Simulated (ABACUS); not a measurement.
Runs of ABACUS 3.10.1 on Ru. It takes space group P6_3/mmc (No. 194, hexagonal). Conventional cell: a = 2.706 Å, b = 2.706 Å, c = 4.282 Å, α = 90.00°, β = 90.00°, γ = 120.00°. Ru (site symmetry -6m2) is surrounded by 12 Ru at 2.65 to 2.71 Å. 

```tsv
task	level	potentials or basis	cell	k mesh	cutoff (eV)	radial cutoff of the potentials (pseudo_rcut)	SCF threshold on the density	eigensolver	symmetry key	orbital files	mesh quality	gap on the mesh (eV)	pressure (GPa)	V0 of scaled cells (Å³/atom)	B0 (GPa)
equation of state	r2SCAN	SG15 ONCV 1.2 PBE, plane waves	as given	7 × 7 × 4	1320	10 bohr	1e-08	dav	1	-	coarse	-	-	13.44	342
single point	r2SCAN	SG15 ONCV 1.2 PBE, DZP LCAO (the cutoffs set its grid)	as given	8 × 8 × 4	1361	10 bohr	1e-07	genelpa	1	Ru Ru_confined-atom_7au_3s2p2d1f.orb	coarse	none	(c)	-	-
single point	AM05	GBRV ultrasoft 1.5 PBEsol, plane waves	as given	9 × 9 × 5	544	10 bohr	1e-08	dav	1	-	not flagged	none	(b)	-	-
equation of state	AM05	GBRV ultrasoft 1.5 PBEsol, plane waves	as given	9 × 9 × 5	544	10 bohr	1e-08	dav	1	-	not flagged	-	-	(a)	353
single point	LDA-PW92	GBRV ultrasoft 1.5 LDA, plane waves	as given	9 × 9 × 5	544	10 bohr	1e-08	dav	1	-	not flagged	none	-12.8	-	-
equation of state	LDA-PW92	GBRV ultrasoft 1.5 LDA, plane waves	as given	9 × 9 × 5	544	10 bohr	1e-08	dav	1	-	not flagged	-	-	13.07	370
single point	PBEsol	PseudoDojo NC SR 0.4.1 PBEsol standard, plane waves	as given	11 × 11 × 6	1143	7 bohr	1e-08	dav	1	-	not flagged	none	-5.7	-	-
equation of state	PBEsol	PseudoDojo NC SR 0.4.1 PBEsol standard, plane waves	as given	11 × 11 × 6	1143	7 bohr	1e-08	dav	1	-	not flagged	-	-	13.35	347
single point	PBE	PseudoDojo NC SR 0.4.1 PBE standard, TZDP LCAO (the cutoffs set its grid)	as given	10 × 10 × 6	1361	10 bohr	1e-07	genelpa	1	Ru Ru_confined-atom_7au_4s3p3d1f.orb	not flagged	none	5.8	-	-
equation of state	PBE	PseudoDojo NC SR 0.4.1 PBE standard, DZP LCAO (the cutoffs set its grid)	as given	11 × 11 × 6	1361	10 bohr	1e-07	genelpa	1	Ru Ru_confined-atom_7au_3s2p2d1f.orb	not flagged	-	-	13.85	308
relaxation of cell and atoms	LDA	PseudoDojo NC SR 0.4.1 LDA stringent, plane waves	relaxed	9 × 9 × 5	1211	10 bohr	1e-08	dav	1	-	not flagged	none	0.0	-	-
```

Alike in all rows: no spin polarisation; smearing fermi-dirac 0.05 eV.

Task: Fill in the values left out.

Result: (a) 13.22; (b) -8.9; (c) -2.6.

Caveats: some runs use coarse meshes; the cell was scaled at fixed shape and fractional positions, which overstates the stiffness of a crystal with free parameters, most of all of layers and chains (some runs); the potentials were made for another functional, which shifts forces and pressure (some runs); the atomic orbitals were generated for these runs and aren't a published set (some runs); the basis of atomic orbitals isn't converged, which shifts pressures, moduli and gaps (some runs).

A k mesh can miss the band edges, and the runs leave out spin-orbit coupling on Ru.

A gap of «none» marks a metal or a gap under the smearing width.

Not every run made on this cell is shown here.
